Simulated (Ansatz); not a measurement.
# GePt (001): surface energy and levels, part 1 of 2

Aim: for GePt, compute energy, relaxation and work function or band edges of the (001) face.

Method: DFT PBE, scalar-relativistic, plane waves, PAW, in Ansatz 0.2.0.

1 further run of the same task is left out (set aside as unsound or not needed). Runs told in other sessions of the task aren't counted.

## (1) The system as given

The structure is orthorhombic, space group Pnma (No. 62). Conventional cell: a = 5.827 Å, b = 3.745 Å, c = 6.191 Å, α = 90.00°, β = 90.00°, γ = 90.00°. Ge (site symmetry m) is surrounded by 6 Pt at 2.51 to 2.70 Å. Around Pt (site symmetry m) lie 6 Ge at 2.51 to 2.70 Å.

Coordinates:

```cif
data_structure
_symmetry_space_group_name_H-M 'Pnma'
_symmetry_Int_Tables_number 62
_cell_length_a 5.8271
_cell_length_b 3.7445
_cell_length_c 6.1905
_cell_angle_alpha 90.000
_cell_angle_beta 90.000
_cell_angle_gamma 90.000
_cell_volume 135.08
loop_
_atom_site_label
_atom_site_type_symbol
_atom_site_symmetry_multiplicity
_atom_site_Wyckoff_symbol
_atom_site_fract_x
_atom_site_fract_y
_atom_site_fract_z
_atom_site_occupancy
Ge1 Ge 4 c 0.81323 0.75000 0.58749 1
Pt1 Pt 4 c 0.00178 0.75000 0.19301 1
```

It is the result of an earlier relaxation at this level (volume 16.88 Å³/atom; gap on the mesh: none (metal)).

## (2) The bulk in the cell of the plane

input.yaml reads:

```yaml
crystal:
  lattice:
    - [3.7445201704, 0.0, 0.0]
    - [0.0, 5.8271323179, 0.0]
    - [0.0, 0.0, 6.1905464465]
  atoms:
    - { symbol: Ge, position: [0.25, 0.813230229, 0.5874912392] }
    - { symbol: Ge, position: [0.75, 0.186769771, 0.4125087608] }
    - { symbol: Ge, position: [0.75, 0.686769771, 0.0874912392] }
    - { symbol: Ge, position: [0.25, 0.313230229, 0.9125087608] }
    - { symbol: Pt, position: [0.25, 1.0017840779, 0.1930138988] }
    - { symbol: Pt, position: [0.75, -0.0017840779, 0.8069861012] }
    - { symbol: Pt, position: [0.75, 0.4982159221, 0.6930138988] }
    - { symbol: Pt, position: [0.25, 0.5017840779, 0.3069861012] }
basis:
  ecutwfc: 420
kpoints:
  mp_grid: { grid: [9, 6, 6] }
hamiltonian:
  xc: pbe
scf:
  occupations: { method: gaussian, width: 0.1 }
output:
  forces: true
  stress: true
  eigenvalues: true
```

The run is started by

```console
$ ansatz run input.yaml --threads 8 --pin off --max-ram 15360MiB --backend cpu --events-out ev --progress --plain --runs-dir out
```

Log, cut to the lines that bear on the results:

```text
Warning: RAYON_NUM_THREADS=8 ignored (pool sized by the plan → 8); use --threads N
[...]
Pseudopotentials: kind: paw
Pseudopotential: Ge, paw, valence charge 14, recommended cutoff 420 eV (normal), Ge.paw.azcp
Pseudopotential: Pt, paw, valence charge 18, recommended cutoff 420 eV (normal), Pt.paw.azcp
Functional definition: PBE
[...]
Crystal: 8 atoms, lattice volume = 135.077 Å³
Basis set: ecut = 420 eV, 2635 PW (Γ), exchange–correlation on 54×80×90 points (8 copies of the dense FFT grid, shifted against one another)
Bands: 77, of which v1, the nominal top of the filled ones, is band 64 counted from 1 (63 counted from 0)
Symmetry: 8 space group operations
Space group: Pnma (ITA 62), of the structure as read, at distance tolerance 5.1e-5 Å
k-points: 80 of 324
[...]
SCF iter   1: F=—  HF=-67275.720497 eV  |F-HF|=—  |Δ(HF+E_count)|=         —  Δρ=2.73e-3  dr2=3.38e-3  ethr=1.77e-3  ⟨swp⟩=5.3  Hψ=20040  notcnv=0  defer=110
[...]
SCF iter   6: F=-67275.726006 eV  HF=-67275.726006 eV  |F-HF|=1.02e-8  |Δ(HF+E_count)|=   3.37e-8  Δρ=8.05e-6  dr2=8.18e-8  ethr=7.81e-11  ⟨swp⟩=7.7  Hψ=26690  notcnv=0
[...]
SCF converged after 6 iterations
Free energy (F): -67275.726006 eV
[...]
E sigma→0 (E₀):  -67275.721184 eV
Entropy (-TS):   -0.009644 eV (-1.206 meV/atom)
Fermi energy:    16.905801 eV
[...]
--- Forces (eV/Å), atoms counted from 1 ---
  atom   1  Ge    -0.00000000    -0.00547524     0.00788521
  atom   2  Ge     0.00000000     0.00547524    -0.00788521
  atom   3  Ge     0.00000000     0.00547524     0.00788521
  atom   4  Ge    -0.00000000    -0.00547524    -0.00788521
  atom   5  Pt     0.00000000     0.00846486    -0.01385362
  atom   6  Pt     0.00000000    -0.00846486     0.01385362
  atom   7  Pt     0.00000000    -0.00846486    -0.01385362
  atom   8  Pt    -0.00000000     0.00846486     0.01385362
[...]
--- Stress (GPa, compression-positive) ---
        0.001159       0.000000       0.000000
        0.000000      -0.084783      -0.000000
        0.000000      -0.000000      -0.117614
  P = ⅓ Tr σ = -0.0671 GPa (-0.671 kbar)
--- Band table (eV; the first three rows and the last of 80) ---
[...]
```

Wall time 6.4 s (8 threads of Arm Neoverse V2, shared host); peak memory 1.1 GiB.

The bulk reference has the slab's in-plane cell, mesh and smearing. Its energy with the smearing taken to zero: -8409.4651 eV/atom.

## (3) Cutting the (001) slab

Planes are indexed in the bulk's conventional cell (Pnma (No. 62)), a = 5.827 Å, b = 3.745 Å, c = 6.191 Å, α = 90.00°, β = 90.00°, γ = 90.00°.

Cut from the relaxed bulk: a (001) slab, 11.3 Å thick as cut, with 15 Å of vacuum; its outer planes are Ge (top) and Ge (bottom).

The slab as cut. Its planes from the bottom up:

| plane | atoms per cell | height over the lowest (Å) |
| --- | --- | --- |
| 1 | Ge | 0.00 |
| 2 | Pt | 0.65 |
| 3 | Pt | 1.36 |
| 4 | Ge | 2.01 |
| 5 | Ge | 3.10 |
| 6 | Pt | 3.75 |
| 7 | Pt | 4.45 |
| 8 | Ge | 5.11 |
| 9 | Ge | 6.19 |
| 10 | Pt | 6.84 |
| 11 | Pt | 7.55 |
| 12 | Ge | 8.20 |
| 13 | Ge | 9.29 |
| 14 | Pt | 9.94 |
| 15 | Pt | 10.64 |
| 16 | Ge | 11.30 |

## (4) Single point on the unrelaxed (001) slab

The cell repeats along c, and a dipole correction in the vacuum removes the field between the copies.

input.yaml reads:

```yaml
crystal:
  lattice:
    - [3.7445201704, 0.0, 0.0]
    - [0.0, 5.8271323179, 0.0]
    - [0.0, 0.0, 26.2978557326]
  atoms:
    - { symbol: Ge, position: [0.75, 0.686769771, 0.2851943549] }
    - { symbol: Pt, position: [0.25, 0.0017840779, 0.3100345141] }
    - { symbol: Pt, position: [0.25, 0.5017840779, 0.3368637058] }
    - { symbol: Ge, position: [0.75, 0.186769771, 0.3617038651] }
    - { symbol: Ge, position: [0.25, 0.813230229, 0.4028949482] }
    - { symbol: Pt, position: [0.75, 0.4982159221, 0.4277351075] }
    - { symbol: Pt, position: [0.75, 0.9982159221, 0.4545642992] }
    - { symbol: Ge, position: [0.25, 0.313230229, 0.4794044585] }
    - { symbol: Ge, position: [0.75, 0.686769771, 0.5205955415] }
    - { symbol: Pt, position: [0.25, 0.0017840779, 0.5454357008] }
    - { symbol: Pt, position: [0.25, 0.5017840779, 0.5722648925] }
    - { symbol: Ge, position: [0.75, 0.186769771, 0.5971050518] }
    - { symbol: Ge, position: [0.25, 0.813230229, 0.6382961349] }
    - { symbol: Pt, position: [0.75, 0.4982159221, 0.6631362942] }
    - { symbol: Pt, position: [0.75, 0.9982159221, 0.6899654859] }
    - { symbol: Ge, position: [0.25, 0.313230229, 0.7148056451] }
basis:
  ecutwfc: 420
kpoints:
  mp_grid: { grid: [9, 6, 1] }
hamiltonian:
  xc: pbe
scf:
  occupations: { method: gaussian, width: 0.1 }
output:
  forces: true
  eigenvalues: true
efield:
  axis: 3
  dipole_correction: true
  ramp_width: 0.04
```

The run is started by

```console
$ ansatz run input.yaml --threads 8 --pin off --max-ram 15360MiB --backend cpu --events-out ev --progress --plain --runs-dir out
```

Log, cut to the lines that bear on the results:

```text
Warning: RAYON_NUM_THREADS=8 ignored (pool sized by the plan → 8); use --threads N
[...]
[... 4 set-up lines as earlier in the session ...]
[...]
Crystal: 16 atoms, lattice volume = 573.814 Å³
Basis set: ecut = 420 eV, 11253 PW (Γ), exchange–correlation on 54×80×360 points (8 copies of the dense FFT grid, shifted against one another)
Bands: 154, of which v1, the nominal top of the filled ones, is band 128 counted from 1 (127 counted from 0)
Symmetry: 2 space group operations
k-points: 20 of 54 (time reversal used)
[...]
SCF converged after 7 iterations
Free energy (F): -134548.073838 eV
[...]
E sigma→0 (E₀):  -134548.056740 eV
Entropy (-TS):   -0.034197 eV (-2.137 meV/atom)
Fermi energy:    5.445306 eV
Dipole field:    D = -0.000001 V/Å  (p = -0.000005 e·Å, saw-weighted, corrected)
Work function:   Φ+ = 4.5639 eV   Φ− = 4.5639 eV
Levels:          The Fermi level and band energies are counted from a zero that moves with the ramp; work functions are not
[...]
--- Forces (eV/Å), atoms counted from 1 ---
  atom   1  Ge     0.00000000     0.22087947     0.15603878
  atom   2  Pt     0.00000000    -0.31171611     1.12088875
  atom   3  Pt     0.00000000     0.19344768    -0.23073319
  atom   4  Ge     0.00000000     0.13094047    -0.82354279
  atom   5  Ge     0.00000000    -0.24531660    -0.30136757
  atom   6  Pt     0.00000000     0.00127944     0.19400515
  atom   7  Pt     0.00000000     0.01862746    -0.03746912
  atom   8  Ge     0.00000000     0.04153916     0.03168244
[...]
--- Band table (eV; the first three rows and the last of 20) ---
[...]
```

It took 28 s on 8 threads of Arm Neoverse V2, shared host; peak memory 3.7 GiB.

Read from this run: work function 4.56 eV.

(Continued in part 2 of 2.)
